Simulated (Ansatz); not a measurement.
InCuS2 (chalcopyrite)

```
CELL_PARAMETERS angstrom
     -2.74161     2.74161     5.52189
      2.74161    -2.74161     5.52189
      2.74161     2.74161    -5.52189
ATOMIC_POSITIONS crystal
  Cu 0.75000 0.25000 0.50000
  Cu 0.00000 0.00000 0.00000
  In 0.25000 0.75000 0.50000
  In 0.50000 0.50000 0.00000
  S  0.09207 0.12500 0.46707
  S  0.65793 0.62500 0.53293
  S  0.37500 0.90793 0.03293
  S  0.87500 0.34207 0.96707
```

E(V) scan at fixed shape, V₀ the volume above. The atoms relax within the cell's symmetry.

These are PBEsol (plane waves to 420 eV, PAW, scalar-relativistic; Ansatz, a program for electronic structure) values and carry that method's errors. k mesh 9×9×9 (Γ-centred), Fermi-Dirac smearing 0.05 eV. Energies are smeared free energies. At this level the bands of InCuS2 touch or barely overlap; measurements give the solid a gap. InCuS2 is run without spin polarisation. InCuS2 was relaxed with its symmetry unable to fall. The zero of ΔE is the relaxed starting cell.

Q: What ΔE (kJ/mol of atoms) does the calculation give at V/V₀ = 0.904, 0.936, 0.968, 1.032, 1.160?

A: 
```json
[
 {"V/V₀": "0.904", "ΔE (kJ/mol of atoms)": "5.3"},
 {"V/V₀": "0.936", "ΔE (kJ/mol of atoms)": "2.2"},
 {"V/V₀": "0.968", "ΔE (kJ/mol of atoms)": "0.5"},
 {"V/V₀": "1.032", "ΔE (kJ/mol of atoms)": "0.5"},
 {"V/V₀": "1.160", "ΔE (kJ/mol of atoms)": "9.1"}
]
```

(A scan under strain: stresses follow from slopes of the energy per volume, elastic moduli from its curvatures.)
